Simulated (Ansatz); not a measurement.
# Si2Mo (P6_222) in Ansatz: notebook

The runs below take Si2Mo through relaxation of cell and atoms, single point, with PBEsol+U, PBE.

Everything below comes from runs of Ansatz 0.2.0. Logs are shortened: lines on timing, memory, paths and dates and some standing lists are left out, and cuts for length are marked.

## Step 1: The crystal as given

Symmetry: P6_222, No. 180, hexagonal system. The conventional cell has a = 4.585 Å, b = 4.585 Å, c = 6.580 Å, α = 90.00°, β = 90.00°, γ = 120.00°. Mo (site symmetry 222) is surrounded by 10 Si at 2.57 to 2.67 Å. Si (site symmetry 2) has 5 Si at 2.55 to 2.67 Å and 5 Mo at 2.57 to 2.67 Å as nearest neighbours.

Measurements of this composition are mostly on another form, of space group No. 139.

## Step 2: Relaxation of cell and atoms, PBEsol+U

input.yaml

```yaml
crystal:
  lattice:
    - [4.5854715599, 0.0, 0.0]
    - [-2.29273578, 3.9711348592, 0.0]
    - [0.0, 0.0, 6.5797601]
  atoms:
    - { symbol: Mo, position: [0.5, 0.5, 0.8333333333] }
    - { symbol: Mo, position: [0.0, 0.5, 0.1666666667] }
    - { symbol: Mo, position: [0.5, 0.0, 0.5] }
    - { symbol: Si, position: [0.16387298, 0.32774596, 0.5] }
    - { symbol: Si, position: [0.67225404, 0.83612702, 0.1666666667] }
    - { symbol: Si, position: [0.83612702, 0.16387298, 0.8333333333] }
    - { symbol: Si, position: [0.83612702, 0.67225404, 0.5] }
    - { symbol: Si, position: [0.32774596, 0.16387298, 0.1666666667] }
    - { symbol: Si, position: [0.16387298, 0.83612702, 0.8333333333] }
hamiltonian:
  xc: pbesol
  pseudopotentials: { kind: paw }
  hubbard: { sites: [{ species: Mo, l: d, u_eff: 8.0 }] }
kpoints:
  mp_grid: { grid: [5, 5, 3] }
scf:
  occupations: { method: fermi_dirac, width: 0.05 }
output:
  forces: true
  stress: true
  eigenvalues: true
relax:
  f_tol: 0.01
  max_steps: 40
  cell: { stress_tol: 0.05 }
```

Potentials or basis: Ansatz PAW.

Run with:

```bash
$ ansatz run input.yaml --threads 4 --pin off --max-ram 11264MiB --backend cpu --events-out ev --progress --plain --runs-dir out
```

The log of the run:

```text
Warning: RAYON_NUM_THREADS=4 ignored (pool sized by the plan → 4); use --threads N
Mo: projections on atomic orbitals take those of the free atom [Ar 3d10] 4s2 4p6 4d5 5s1, of charge +0.00 (hamiltonian.pseudopotentials.projection_atoms); the dataset's partial waves leave at most 6.0e-6 of an orbital's norm unspanned inside its sphere
Si: projections on atomic orbitals take those of the free atom [Ne] 3s2 3p2, of charge +0.00 (hamiltonian.pseudopotentials.projection_atoms); the dataset's partial waves leave at most 6.1e-8 of an orbital's norm unspanned inside its sphere
Engine: ansatz 0.2.0, aarch64-unknown-linux-gnu
Pseudopotentials: kind: paw
Pseudopotential: Mo, paw, valence charge 14, recommended cutoff 420 eV (normal), Mo.paw.azcp
Pseudopotential: Si, paw, valence charge 4, recommended cutoff 420 eV (normal), Si.paw.azcp
Functional definition: PBEsol
  exchange = pbesol_x
  correlation = pbesol_c
Crystal: 9 atoms, lattice volume = 119.814 Å³
Basis set: ecut = 420 eV, 2331 PW (Γ), exchange–correlation on 64×64×90 points (8 copies of the dense FFT grid, shifted against one another)
Bands: 42, of which v1, the nominal top of the filled ones, is band 33 counted from 1 (32 counted from 0)
Symmetry: 12 space group operations
Space group: P6222 (ITA 180), of the structure as read, at distance tolerance 4.9e-5 Å
k-points: 10 of 75
Non-local potential: Mo, projectors of the file, l = 0: 3, l = 1: 2, l = 2: 2, l = 3: 1
Non-local potential: Si, projectors of the file, l = 0: 2, l = 1: 2, l = 2: 2
PAW form: soft (Blöchl's): semilocal exchange-correlation on the pseudo side does not see the compensation charge
PAW frozen core: Mo, regenerated for the run's functional, and the local potential with it (the file was generated under x = pbe(κ = 0.804, μ = 0.2195149727645171), c = pbe(β = 0.06672455060314922))
PAW frozen core: Si, regenerated for the run's functional, and the local potential with it (the file was generated under x = pbe(κ = 0.804, μ = 0.2195149727645171), c = pbe(β = 0.06672455060314922))
PAW one-centre angular grid: Mo, 590 points (default); XC on 64 Gauss nodes
PAW one-centre angular grid: Si, 110 points (default); XC on 64 Gauss nodes
Initial density: superposition of atomic densities (chi_scale 0.1, normalization cell, long waves of neutral atoms under a Hubbard term (reshape's long-wave potential 0.00 eV rms, cloud 2.65 Å wide))
Initial wavefunctions: pseudopotential atomic-orbital guess
Functional: x = pbesol(κ = 0.804, μ = 0.12345679012345678), c = pbesol(β = 0.046)
[... 57 lines left out ...]
  E_band       = -117.079659
  E_kinetic    = 1604.895298
  E_local      = -3425.164775  (includes V_loc(G=0)·N_el)
  E_nonlocal   = 587.450943
  E_hartree    = 1286.382265
  E_xc         = -892.140590
  E_vxc        = -988.835491  (∫ρ·V_xc dr)
  E_hubbard    = 27.740372  (on-site DFT+U / exact-exchange correction)
  E_vhub       = -14.833151  (the Hubbard potential's part of the band-sum identity)
  E_paw        = -12427.221092  (= ΣΔE_a)
  E_vpaw       = -453.357015  (= ΣTr[D̂ρ^β])
  E_aug_tail   = 0.000081  (compensation charges beyond the density's cutoff)
  E_ewald      = -5160.740745
  E_core_change = 0.817262  (= ΣΔE_core)
  E_smearing   = -0.000000  (= −TS)
  E_closure    = 0.000000  (closes the sum)
  Σ components = -18397.980982   (vs F -18397.980982, Δ=0.00e0)
--- Forces (eV/Å), atoms counted from 1 ---
  atom   1  Mo    -0.00000000     0.00000000     0.00000000
  atom   2  Mo     0.00000000    -0.00000000    -0.00000000
  atom   3  Mo    -0.00000000     0.00000000     0.00000000
  atom   4  Si     0.00000000    -0.00482361     0.00000000
  atom   5  Si     0.00417737     0.00241181     0.00000000
  atom   6  Si     0.00417737    -0.00241181    -0.00000000
  atom   7  Si    -0.00000000     0.00482361    -0.00000000
  atom   8  Si    -0.00417737    -0.00241181    -0.00000000
  atom   9  Si    -0.00417737     0.00241181     0.00000000
  max |Σ_I F_I| component: 3.56e-17 eV/Å
--- Stress (GPa, compression-positive) ---
        0.001498      -0.000000      -0.000000
       -0.000000       0.001498       0.000000
       -0.000000      -0.000000      -0.038814
  P = ⅓ Tr σ = -0.0119 GPa (-0.119 kbar)
--- Band table (eV; the first three rows and the last of 10) ---
  k-point 0: bands = ["-43.6811", "-43.6489", "-43.6489", "-18.0368", "-17.9904", "-17.9904", "-17.9855", "-17.9855", "-17.8864", "-17.8604", "-17.8604", "-17.8016", "2.5655", "5.4580", "5.4580", "9.2968", "9.7223", "9.7223", "10.5312", "10.5312", "10.8624", "11.2816", "11.2816", "11.8062", "12.9984", "12.9984", "13.2896", "13.2896", "14.0835", "14.1531", "14.1531", "14.5569", "14.7628", "18.8053", "18.8053", "19.1154", "19.2850", "19.4589", "19.4589", "19.5498", "19.5932", "19.5932"]
  k-point 1: bands = ["-43.6760", "-43.6637", "-43.6386", "-18.0399", "-18.0183", "-17.9963", "-17.9858", "-17.9093", "-17.8953", "-17.8932", "-17.8330", "-17.8267", "2.9700", "4.0566", "6.6854", "9.4694", "9.5649", "9.5695", "9.9151", "10.9965", "11.0369", "11.0402", "11.0816", "11.3365", "12.4846", "13.2500", "13.2780", "13.9792", "14.2689", "14.4346", "14.5007", "14.7162", "15.3394", "18.3582", "18.7460", "19.0244", "19.0544", "19.1039", "19.4027", "19.5608", "19.6217", "19.7547"]
  k-point 2: bands = ["-43.6784", "-43.6510", "-43.6480", "-18.0524", "-18.0144", "-18.0001", "-17.9756", "-17.9702", "-17.8848", "-17.8623", "-17.8526", "-17.7998", "2.9675", "5.7128", "5.7763", "7.8402", "8.7126", "9.6502", "9.7814", "11.0472", "11.5172", "11.8448", "12.3354", "12.4122", "12.8490", "13.0779", "13.3028", "13.3626", "13.6463", "14.0710", "14.0855", "14.1743", "14.6193", "17.8801", "18.0947", "18.2437", "18.3191", "18.7534", "19.1160", "19.6481", "19.6830", "19.8305"]
  k-point 9: bands = ["-43.6679", "-43.6584", "-43.6495", "-18.0650", "-18.0501", "-18.0155", "-17.9782", "-17.9387", "-17.9133", "-17.8645", "-17.8189", "-17.7970", "4.9692", "5.6082", "5.8317", "6.5833", "7.6988", "8.8265", "9.6529", "10.0915", "10.9457", "12.2121", "12.6101", "12.7221", "12.9212", "13.0275", "13.2529", "13.3393", "14.1042", "14.5260", "14.7636", "14.9965", "15.6513", "17.7102", "17.8147", "18.0916", "18.1960", "18.4956", "18.8707", "19.1406", "19.3545", "19.7875"]
Occupation matrices written to <dir>
--- Relaxed structure (3 steps of the walk, 3 accepted, 1 SCFs on fresh bases) ---
  F+E_penalty+E_count = -18397.98098168 eV   max|allowed force component| = 4.824e-3 eV/Å   (the final SCF, on the basis selected at the relaxed cell)
  cell:  # Å, volume = 118.3596 Å³
    - [4.567271354545217, 2.8753034843238933e-11, -4.478455521883031e-35]
    - [-2.283635677297509, 3.9553730189987455, -3.4640974013615e-36]
    - [2.1420670747798457e-35, 0.0, 6.551777507157993]
  atoms:
    - { symbol: Mo, position: [0.4999999999999999, 0.4999999999999999, 0.8333333333333334] }
    - { symbol: Mo, position: [-7.816728007049317e-37, 0.4999999999999999, 0.16666666666666666] }
    - { symbol: Mo, position: [0.49999999999999994, 6.067126647212807e-21, 0.4999999999999999] }
    - { symbol: Si, position: [0.1636356390819481, 0.32727127816389623, 0.4999999999999999] }
    - { symbol: Si, position: [0.6727287218361035, 0.8363643609180518, 0.16666666666666666] }
    - { symbol: Si, position: [0.8363643609180518, 0.1636356390819481, 0.8333333333333334] }
    - { symbol: Si, position: [0.8363643609180518, 0.6727287218361038, 0.4999999999999999] }
    - { symbol: Si, position: [0.3272712781638962, 0.1636356390819481, 0.16666666666666666] }
    - { symbol: Si, position: [0.16363563908194811, 0.8363643609180518, 0.8333333333333334] }
```

It took 6.8 s on 4 threads of Arm Neoverse V2, shared host; peak memory 0.45 GiB.

What came out:

```
Free energy                            : -18397.9810 eV
Relaxed volume                         : 13.15 Å³/atom
Relaxed cell                           : a = 4.567 Å, b = 4.567 Å, c = 6.552 Å, α = 90.00°, β = 90.00°, γ = 120.00°
Space group after relaxing (to 0.05 Å) : P6_222 (No. 180)
Energy gained by relaxing              : 1.3 meV/atom
Ionic steps                            : 4
Pressure after relaxing                : 0.0 GPa
Largest force after relaxing           : 0.005 eV/Å
Band gap on the k mesh                 : 1.52 eV, indirect (least direct gap 1.85 eV)
```

Forces in eV/Å, atoms in the order of the input:
```
Mo   0.000  0.000  0.000
Mo   0.000  0.000  0.000
Mo   0.000  0.000  0.000
Si   0.000 -0.005  0.000
Si   0.004  0.002  0.000
Si   0.004 -0.002  0.000
Si   0.000  0.005  0.000
Si  -0.004 -0.002  0.000
Si  -0.004  0.002  0.000
```

Step by step:
| step | energy change (eV) | largest force (eV/Å) | volume (Å³) |
| --- | --- | --- | --- |
| 1 | 0.0000 | 0.0370 | 119.81 |
| 2 | -0.0118 | 0.0180 | 118.06 |
| 3 | -0.0123 | 0.0044 | 118.36 |
| 4 | -0.0120 | 0.0048 | 118.36 |

Final structure:
```yaml
crystal:
  lattice:
    - [4.56727, 0.00000, 0.00000]
    - [-2.28364, 3.95537, 0.00000]
    - [0.00000, 0.00000, 6.55178]
  atoms:
    - { symbol: Mo, position: [0.50000, 0.50000, 0.83333] }
    - { symbol: Mo, position: [0.00000, 0.50000, 0.16667] }
    - { symbol: Mo, position: [0.50000, 0.00000, 0.50000] }
    - { symbol: Si, position: [0.16364, 0.32727, 0.50000] }
    - { symbol: Si, position: [0.67273, 0.83636, 0.16667] }
    - { symbol: Si, position: [0.83636, 0.16364, 0.83333] }
    - { symbol: Si, position: [0.83636, 0.67273, 0.50000] }
    - { symbol: Si, position: [0.32727, 0.16364, 0.16667] }
    - { symbol: Si, position: [0.16364, 0.83636, 0.83333] }
```

Eigenvalues of the final occupation matrices:
```tsv
site	spin	trace	eigenvalues
site 1	1	2.93	0.42 0.52 0.62 0.66 0.72
site 2	1	2.93	0.42 0.52 0.62 0.66 0.72
site 3	1	2.93	0.42 0.52 0.62 0.66 0.72
```

Caveat: odd divisions of the mesh miss points on the zone boundary, where band edges often lie, so the gap on the mesh can be too wide; the plane-wave basis is chosen anew once the cell has moved, so the energies of steps on either side of that aren't comparable; the PAW data sets come from PBE, with cores solved anew for the run's functional, which leaves a small shift of forces and pressure; the U is typed as a test and isn't derived for this compound. A k mesh can miss the band edges.

## Step 3: Single point, PBE

input.yaml: that of step 2 with these lines changed.

```diff
@@ -16,5 +16,4 @@
 hamiltonian:
-  xc: pbesol
+  xc: pbe
   pseudopotentials: { kind: paw }
-  hubbard: { sites: [{ species: Mo, l: d, u_eff: 8.0 }] }
 kpoints:
@@ -27,5 +26,5 @@
   eigenvalues: true
-relax:
-  f_tol: 0.01
-  max_steps: 40
-  cell: { stress_tol: 0.05 }
+  write_density: true
+  write_potential: true
+  elf: true
+  volumetric_format: npy
```

Potentials or basis: Ansatz PAW.

Run with:

```bash
$ ansatz run input.yaml --threads 4 --pin off --max-ram 11264MiB --backend cpu --events-out ev --progress --plain --runs-dir out
```

Wall time 1.5 s (4 threads of Arm Neoverse V2, shared host); peak memory 0.41 GiB.

Results (log left out):

- Free energy: -18687.1176 eV
- Pressure: 3.5 GPa
- Largest force: 0.016 eV/Å
- Band gap on the k mesh: 0.62 eV, indirect (least direct gap 0.91 eV)

Forces in eV/Å, atoms in the order of the input:
```
Mo   0.000  0.000  0.000
Mo   0.000  0.000  0.000
Mo   0.000  0.000  0.000
Si   0.000  0.016  0.000
Si  -0.014 -0.008  0.000
Si  -0.014  0.008  0.000
Si   0.000 -0.016  0.000
Si   0.014  0.008  0.000
Si   0.014 -0.008  0.000
```

Stress tensor (GPa, compression positive):
```
3.60 0.00 0.00
0.00 3.60 0.00
0.00 0.00 3.29
```

Levels at points of the mesh, in eV from the valence-band top:
| k point | band 31 | band 32 | band 33 | band 34 | band 35 | band 36 |
| --- | --- | --- | --- | --- | --- | --- |
| (0.00, 0.00, 0.00) | -2.40 | -1.75 | -0.47 | 2.34 | 2.71 | 2.71 |

Caveat: odd divisions of the mesh miss points on the zone boundary, where band edges often lie, so the gap on the mesh can be too wide.
